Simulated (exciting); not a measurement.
LiF (Griceite): single point with PBE

Crystal: LiF (Griceite).

```
CELL_PARAMETERS angstrom
0.00000 2.01400 2.01400
2.01400 0.00000 2.01400
2.01400 2.01400 0.00000
ATOMIC_POSITIONS crystal
F 0.50000 0.50000 0.50000
Li 0.00000 0.00000 0.00000
```

```json
{
  "Program": "exciting (release sodium)",
  "Task": "single point",
  "Functional": "PBE",
  "Potentials or basis": "all-electron LAPW+lo, shipped species files, valence relativity zora",
  "rgkmax": "7.5",
  "k mesh": "11 × 11 × 11",
  "Occupations": "gaussian, width 0.05 eV",
  "Spin": "no spin polarisation"
}
```

The band gap on the k mesh is 9.10 eV, direct. The all electrons inside the program's atomic spheres are F 7.85; Li 2.13 (radii F 1.45, Li 1.7 bohr).

Levels at points of the mesh, in eV from the valence-band top:
```
           k point  band 3  band 4  band 5  band 6  band 7  band 8
(0.00, 0.00, 0.00)    0.00    0.00    0.00    9.10   23.99   23.99
```

Run time: 41 s on 1 thread of Intel(R) Xeon(R) 6975P-C (Granite Rapids), on a shared host, peak memory 0.12 GiB.

Caveat: an odd mesh through Γ misses points on the zone boundary, where band edges often lie.
